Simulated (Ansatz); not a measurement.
# Is this Al₂Au structure a true minimum?

The calculation used DFT PBE, scalar-relativistic, plane waves, PAW (Ansatz). Cutoff 420 eV; k points 6×6×6 on the computed 6-atom cell (Γ-centred); Gaussian smearing, width 0.10 eV; no spin polarisation.

The cell below (6 atoms, Fd-3m (No. 227)) is relaxed within its symmetry. It is a trial structure, and others of Al₂Au can lie lower.

```
Al Au
1.0
     0.00000    5.54998    5.54998
     5.54998    0.00000    5.54998
     5.54998    5.54998    0.00000
Al Au
4 2
Direct
  0.12500 0.12500 0.12500
  0.62500 0.12500 0.12500
  0.12500 0.12500 0.62500
  0.12500 0.62500 0.12500
  0.00000 0.00000 0.00000
  0.25000 0.25000 0.25000
```

For the test it was strained at random by about 1.5 %, the atoms were moved at random (σ = 0.05 Å), and all was relaxed without symmetry on a coarse k mesh with 0.1 eV smearing.

The k mesh leaves about 4 meV/atom of noise in metals. Spin–orbit coupling is left out.

(1) Is the structure stable against such a distortion?

Answers

(1) It doesn't return. The energy falls by 9 meV/atom on that mesh, the volume changes by -2.4 %, and the end has space group I-4m2 (No. 119) at a loose tolerance.

Cost: 3 runs of about 7.8 core-minutes in all, on Arm Neoverse V2 (shared hosts).